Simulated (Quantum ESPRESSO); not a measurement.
Crystal: Se.

```
CELL_PARAMETERS angstrom
4.36620 0.00000 0.00000
-2.18310 3.78124 0.00000
0.00000 0.00000 4.95360
ATOMIC_POSITIONS crystal
Se 0.77460 0.77460 0.00000
Se 0.00000 0.22540 0.66667
Se 0.22540 0.00000 0.33333
```

Base run:

- Program: Quantum ESPRESSO 7.5
- Functional: PBE
- Potentials or basis: GBRV 1.5 PBE
- Cutoff: 612 eV
- Density cutoff: 4898 eV
- k mesh: 8 × 8 × 6
- Occupations: fermi-dirac, width 0.05 eV
- Spin: no spin polarisation

Its results: band gap on the k mesh 1.16 eV, indirect (least direct gap 1.25 eV); pressure 2.8 GPa; largest force 0.409 eV/Å; electronic dielectric tensor (diagonal) 9.31, 9.31, 14.37.

Question: The run is repeated on the same cell with these changes: k mesh from 8 × 8 × 6 to 6 × 6 × 6. What comes out?

Answer: Band gap on the k mesh 1.02 eV, indirect (least direct gap 1.25 eV); pressure 2.8 GPa; largest force 0.408 eV/Å; electronic dielectric tensor (diagonal) 9.52, 9.52, 14.32.

Caveats: on a mesh that holds Γ this program's dielectric tensor can be off by some percent beyond the error of the mesh.

A k mesh can miss the band edges.
